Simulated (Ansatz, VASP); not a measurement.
# One calculation of Sr, two programs

INCAR

```
ALGO = Normal
EDIFF = 1E-7
EDIFFG = -0.04
ENCUT = 600
GGA = PE
IBRION = 2
ISIF = 3
ISMEAR = 0
LASPH = T
LCHARG = F
LREAL = F
LWAVE = F
NELM = 100
NSW = 90
PREC = Accurate
SIGMA = 0.1
```

The input KPOINTS:

```
k-points
0
Gamma
  4 4 2
```

File POSCAR:

```
Sr
1.0
    4.3011183588      0.0000000000      0.0000000000
    0.0083645944      7.2969939828      0.0000000000
    0.0393191382      0.8736355947     10.5226554313
Sr
6
Direct
    0.7562177051      0.4202627094      0.1653584591
    0.2560988345      0.2495058089      0.4973032738
    0.2566238107      0.9193056260      0.1679955244
    0.7433761893      0.0806943740      0.8320044756
    0.2437822949      0.5797372906      0.8346415409
    0.7439011655      0.7504941911      0.5026967262
```

Input for Ansatz:

```yaml
crystal:
  lattice:
    - [4.3011183588, 0.0, 0.0]
    - [0.0083645944, 7.2969939828, 0.0]
    - [0.0393191382, 0.8736355947, 10.5226554313]
  atoms:
    - { symbol: Sr, position: [0.7562177051, 0.4202627094, 0.1653584591] }
    - { symbol: Sr, position: [0.2560988345, 0.2495058089, 0.4973032738] }
    - { symbol: Sr, position: [0.2566238107, 0.919305626, 0.1679955244] }
    - { symbol: Sr, position: [0.7433761893, 0.080694374, 0.8320044756] }
    - { symbol: Sr, position: [0.2437822949, 0.5797372906, 0.8346415409] }
    - { symbol: Sr, position: [0.7439011655, 0.7504941911, 0.5026967262] }
basis:
  ecutwfc: 420
kpoints:
  mp_grid: { grid: [4, 4, 2] }
hamiltonian:
  xc: pbe
scf:
  occupations: { method: gaussian, width: 0.1 }
  lower_state_search: "off"
output:
  forces: true
  stress: true
  eigenvalues: true
relax:
  adjacent_minimum: "off"
  f_tol: 0.04
  max_steps: 70
  cell: { stress_tol: 0.4 }
```

Alike in both runs: task relaxation of cell and atoms; functional PBE; k mesh 4 × 4 × 2; occupations gaussian, width 0.1 eV; no spin polarisation.

```csv
,VASP,Ansatz
version,VASP 6.6.1,Ansatz 0.2.0
potentials or method,"VASP PAW PBE potentials, release 64 (Sr_sv)","scalar-relativistic, plane waves, PAW"
plane-wave cutoff (eV),600,420
valence electrons in the cell,60,60
```

```tsv
	VASP	Ansatz	Ansatz less VASP
gap on the k mesh at the Fermi level, each at its own relaxed structure (eV)	none	none	-
relaxed volume (Å³/atom)	55.10	54.98	-0.122
relaxed cell length with the largest relative difference (Å)	7.398	7.433	+0.0358
energy change over the relaxation (meV/atom)	-6	-6	+0.1
```

A gap of «none» marks a metal or a gap that the smearing closes.

Caveats: the k mesh is coarse (spacing up to 0.37 Å⁻¹), so the values aren't converged.
